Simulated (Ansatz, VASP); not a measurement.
## Two plane-wave programs on Ta

```
Ta
1.0
     0.00000    3.00134    3.00134
     3.00134    0.00000    3.00134
     3.00134    3.00134    0.00000
Ta
2
Cartesian
  0.0000 0.0000 0.0000
  1.5007 1.5007 1.5007
```

Alike in both runs: functional PBEsol; k mesh 16 × 16 × 16; occupations gaussian, width 0.1 eV; no spin polarisation.

Ansatz relaxed the structure, and its values are those at the end. VASP's run is a single point on that final structure, the one shown.

|  | VASP | Ansatz |
| --- | --- | --- |
| version | VASP 6.6.1 | Ansatz 0.2.0 |
| potentials or method | VASP PAW PBE potentials, release 64 (Ta_pv) | scalar-relativistic, plane waves, PAW |
| plane-wave cutoff (eV) | 520 | 420 |
| valence electrons in the cell | 22 | 26 |

```csv
,VASP,Ansatz,Ansatz less VASP
gap on the k mesh at the Fermi level (eV),none,none,-
pressure (GPa),0.1,0.0,-0.14
```

A gap of «none» marks a metal or a gap that the smearing closes. The two sets of potentials don't hold the same shells in valence.

Caveats: the PAW data sets were made with another functional, which shifts forces and pressure a little (VASP). The runs have no spin-orbit coupling, so splittings on Ta are missing.
